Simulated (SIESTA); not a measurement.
TePb under changes of volume

One of the cells (33.730 Å³/atom); the others are scaled copies at fixed shape and fractional positions:

```
Pb Te
1.0
     0.00000    3.23100    3.23100
     3.23100    0.00000    3.23100
     3.23100    3.23100    0.00000
Pb Te
1 1
Cartesian
  0.0000 0.0000 0.0000
  3.2310 3.2310 3.2310
```

| Item | Value |
| --- | --- |
| Program | SIESTA 5.4.2 |
| Functional | PBE |
| Potentials or basis | PseudoDojo 0.4 standard (PBE files) |
| Basis | DZ (energy shift 0.05 Ry) |
| Grid cutoff | 500 Ry |
| Energy shift | 0.05 Ry |
| k mesh | 7 × 7 × 7 |
| Occupations | fermi-dirac, width 0.05 eV |
| Spin | no spin polarisation |

```tsv
volume (Å³/atom)	energy over the lowest point (meV/atom)	pressure (GPa)
31.706	0.00	-10.6
32.380	47.47	-11.9
33.055	100.30	-13.2
33.730	159.08	-14.2
34.404	?	?
35.079	285.52	-15.7
35.753	353.13	-16.4
```

What does the run at 34.404 Å³/atom give?

Energy over the lowest point 220.67 meV/atom; pressure -15.1 GPa.

Worked out: A Birch-Murnaghan fit of order 3 (a polynomial in V^(-2/3)) to the other rows has no minimum within the range. It gives 220.63 meV/atom at 34.404 Å³/atom, against the run's 220.67, and -dE/dV = -15.1 GPa, against -15.1.

Energies are extrapolated to zero smearing.

Caveats: the basis has no polarisation orbitals; semicore shells carry a single zeta, which can move pressures by several GPa and volumes by a few percent; the basis of atomic orbitals isn't converged, which shifts pressures, moduli and gaps.
